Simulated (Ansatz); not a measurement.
## HgSe: levels along high-symmetry lines

```
Hg Se
1.0
     0.00000    3.03600    3.03600
     3.03600    0.00000    3.03600
     3.03600    3.03600    0.00000
Hg Se
1 1
Direct
  0.00000 0.00000 0.00000
  0.75000 0.75000 0.75000
```

Atoms are numbered in the order listed.

The cell is COD entry 1538962, as deposited and not checked against the literature; nothing was relaxed.

Spin–orbit coupling is left out, though it moves levels of the heavy atoms by tenths of an eV or more.

These are results of Ansatz 0.2.0, DFT, PBE, all-electron LAPW, scalar-relativistic, not measurements.

Settings: a Γ-centred 9×9×9 k mesh, Fermi–Dirac smearing of 0.02 eV, basis error target 0.25 meV/atom, no spin polarisation.

Points in fractions of the reciprocal vectors of this cell: Γ (0, 0, 0), X (-0.5, -0.5, 0), U (-0.375, -0.375, 0.25), K (-0.375, 0, 0.375), L (0, 0, 0.5), W (-0.5, -0.25, 0.25). The path joins them by straight lines in the order Γ–X–U–K–Γ–L–W–X; legs that retrace an earlier one aren't tabulated. Energies are in eV from the Fermi level.

Q: Is there a gap?

A: None at this level of theory (metallic, semimetallic, or a small gap that the functional closes).

Q: List the levels between -20 and 9.5 eV at the symmetry points.

A: 
Γ: -13.51, -7.21 (×3), -6.46 (×2), -0.94, -0.01 (×3), 5.48 (×3), 8.51
X: -12.87, -7.06, -6.70 (×2), -6.35, -6.09, -5.12, -2.34 (×2), 2.78, 2.98, 8.45
U: -12.88, -6.98, -6.79, -6.62, -6.40, -5.92, -5.29, -2.93, -1.91, 2.93, 4.47, 7.95, 8.22, 8.42
K: -12.88, -6.98, -6.79, -6.62, -6.40, -5.92, -5.29, -2.93, -1.91, 2.93, 4.47, 7.95, 8.22, 8.42
L: -13.03, -7.04 (×2), -6.41 (×2), -6.13, -5.56, -1.00 (×2), 1.11, 6.25 (×2), 6.99, 9.21
W: -12.87, -6.92, -6.81, -6.54, -6.51, -5.83, -5.33, -2.78, -2.45, 3.63, 5.12, 6.08, 7.45
